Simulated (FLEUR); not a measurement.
The system is Pt.

```xyz
1
Lattice="0.0000 1.9609 1.9609 1.9609 0.0000 1.9609 1.9609 1.9609 0.0000" Properties=species:S:1:pos:R:3 pbc="T T T"
Pt    0.0000    0.0000    0.0000
```

| Quantity | Value |
| --- | --- |
| Program | FLEUR MaX-R8.1 (later development tree) |
| Task | single point |
| Functional | PBE |
| Potentials or basis | all-electron |
| Basis | FLAPW |
| Kmax | 3.8 1/bohr |
| k mesh | 12 × 12 × 12 |
| Occupations | fermi-dirac, width 0.05 eV |
| Spin | no spin polarisation |
| Gmax | 11.8 1/bohr |
| Muffin-tin radii | Pt 2.38 bohr |
| lmax | Pt 10 |
| Local orbitals a species | Pt 5 |
| Max iterations | 60 |
| Mixing factor | 0.05 |
| Mixer | Anderson |
| Mixer history | 15 |
| Density convergence | 1e-05 me/bohr^3 |

On this cell: band gap on the k mesh none (metal or under the smearing width).

The same run follows on a disturbed copy (cell strained at random at fixed volume):

```
Pt
1.0
    -0.01330    1.93575    1.94453
     1.97104    0.00303    1.92819
     2.00088    1.94926   -0.02681
Pt
1
Cartesian
  0.0534 -0.0121 0.0125
```

Task: What changes?

Result: The energy (extrapolated to zero smearing) moves by +2.5 meV/atom; band gap on the k mesh none (metal or under the smearing width).
